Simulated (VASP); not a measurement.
The system is SnO.

```
CELL_PARAMETERS angstrom
3.81370 0.00000 0.00000
0.00000 3.81370 0.00000
0.00000 0.00000 4.88691
ATOMIC_POSITIONS crystal
Sn 0.50000 0.00000 0.76463
Sn 0.00000 0.50000 0.23537
O 0.00000 0.00000 0.00000
O 0.50000 0.50000 0.00000
```

The cell is a database's computed one.

| Property | Result |
| --- | --- |
| Program | VASP 6.6.1 |
| Task | relaxation of cell and atoms |
| Functional | LDA |
| Potentials or basis | VASP PAW LDA potentials, release 64 (Sn_d, O) |
| Cutoff | 600 eV |
| k mesh | 6 × 6 × 6 |
| Occupations | gaussian, width 0.02 eV |
| Spin | no spin polarisation |

At the start: pressure -3.1 GPa; volume 17.77 Å³/atom.

**Question.** How do energy, volume and symmetry change on relaxing?

**Answer.** Over 14 steps the energy falls by 11.4 meV/atom and the volume is 16.36 Å³/atom (-7.9 %); space group P4/nmm (No. 129, to 0.05 Å).

The path:
```
step  energy change (eV)  largest force (eV/Å)  pressure (GPa)  volume (Å³)
   1              0.0000                0.1353           -3.07        71.08
   2             -0.0057                0.7070            2.45        67.63
   3             -0.0193                0.3091           -0.15        69.17
   4             -0.0264                0.1940           -0.16        68.56
   5             -0.0327                0.0536           -0.26        67.67
   6             -0.0237                0.3451            0.11        65.90
   7             -0.0335                0.0218           -0.18        67.29
   8             -0.0400                0.0093            0.15        66.52
   9             -0.0438                0.0638            0.89        65.06
  10             -0.0395                0.2700           -1.11        65.60
  11             -0.0450                0.0341            0.03        65.23
  12             -0.0450                0.0290            0.28        65.22
  13             -0.0450                0.0388            0.22        65.22
  14             -0.0454                0.0035            0.11        65.45
```

Final structure:
```
CELL_PARAMETERS angstrom
3.76357 0.00000 0.00000
0.00000 3.76357 0.00000
0.00000 0.00000 4.62106
ATOMIC_POSITIONS crystal
Sn 0.50000 0.00000 0.75097
Sn 0.00000 0.50000 0.24903
O 0.00000 0.00000 0.00000
O 0.50000 0.50000 0.00000
```
